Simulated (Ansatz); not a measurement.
## GaAs: energy less free atoms and pressure against volume per atom

Results calculated with Ansatz 0.2.0, not measured. Periodic Kohn-Sham DFT of a crystal at fixed atoms; pressure and stress are positive in compression; the energy is the free energy less that of spherical unpolarised free atoms; site moments are those in the method's own spheres, positive along +z.

Cell of the first row (space group F-43m, No. 216):
```
CELL_PARAMETERS angstrom
0.00000 2.76910 2.76910
2.76910 0.00000 2.76910
2.76910 2.76910 0.00000
ATOMIC_POSITIONS crystal
Ga 0.00000 0.00000 0.00000
As 0.75000 0.75000 0.75000
```

Settings of every row: method all-electron LAPW; functional LDA; relativity scalar; k mesh 10x10x10; filling fermi-dirac; smearing width 0.08 eV; basis error target 1 meV/atom; nucleus gaussian.

Atom start moment: 0 on all atoms.

Limits of some rows: small gap, it may come from the mesh (row 4, 5, 6, 7).

```
row  volume per atom (Å³)  energy less free atoms (eV/atom)  pressure (GPa)
  1                21.234                                 ?               ?
  2                21.686                           -4.8171           1.093
  3                22.138                           -4.8179          -0.461
  4                22.364                           -4.8167           -1.17
  5                 22.59                           -4.8146          -1.838
  6                22.815                           -4.8116          -2.467
  7                23.041                           -4.8076          -3.059
  8                23.493                           -4.7974          -4.147
  9                23.945                           -4.7843           -5.12
```

Question: what energy less free atoms and pressure should row 1 give?

Worked fit of energy less free atoms. Take u = (V_r/V)^(2/3) − 1 with V_r = 22.703 Å³ an atom, which is twice the finite (Eulerian) strain; such expansions in the strain, on which the Birch-Murnaghan equation of state is built, carry the rest volume and the bulk modulus. The shown rows have u = 0.03103, 0.01694, 0.01008, 0.00333, -0.00328, -0.0098, -0.02255, -0.03489. Least squares give energy less free atoms = −4.81317 − 0.4575 × u + 10.634 × u² eV/atom; a straight line predicts inner rows, each left out in turn, worse (root mean square 0.0035 against 5.4e-05 eV/atom). The rows lie off it by 0.0000, 0.0000, 0.0000, 0.0000, 0.0000, 0.0001, 0.0000, 0.0000. Its lowest point lies at u = 0.0215, or V = 21.99 Å³ an atom, and the curvature there gives the bulk modulus at fixed shape and fractions, B = (4/9)(1 + u)² E″(u)/V = 71.9 GPa. The withheld row has u = 0.0456, so the fit gives −4.81317 − 0.4575 × (0.0456) + 10.634 × (0.0456)² = -4.8119 eV/atom.

The calculation gave -4.8116 eV/atom. The fit lies 0.0003 eV/atom (0.89 % of the column's range) below it; its largest miss of a shown row is 0.0001 eV/atom. This row lies beyond the range of the fit.

Worked fit of pressure. Take u = (V_r/V)^(2/3) − 1 with V_r = 22.703 Å³ an atom, which is twice the finite (Eulerian) strain; such expansions in the strain, on which the Birch-Murnaghan equation of state is built, carry the rest volume and the bulk modulus. The shown rows have u = 0.03103, 0.01694, 0.01008, 0.00333, -0.00328, -0.0098, -0.02255, -0.03489. Least squares give pressure = −2.1578 + 94.85 × u + 303.55 × u² + 519 × u³ GPa; a parabola predicts inner rows, each left out in turn, worse (root mean square 0.0048 against 0.0013 GPa). The rows lie off it by 0.000, 0.000, 0.000, 0.001, -0.001, 0.000, 0.001, 0.000. The pressure vanishes at u = 0.0213, or V = 22 Å³ an atom, and there the bulk modulus at fixed shape and fractions is B = −V dP/dV = (2/3)(1 + u) dP/du = 73.8 GPa. The withheld row has u = 0.0456, so the fit gives −2.1578 + 94.85 × (0.0456) + 303.55 × (0.0456)² + 519 × (0.0456)³ = 2.848 GPa.

The calculation gave 2.841 GPa. The fit lies 0.007 GPa (0.088 % of the column's range) above it; its largest miss of a shown row is 0.001 GPa. This row lies beyond the range of the fit.
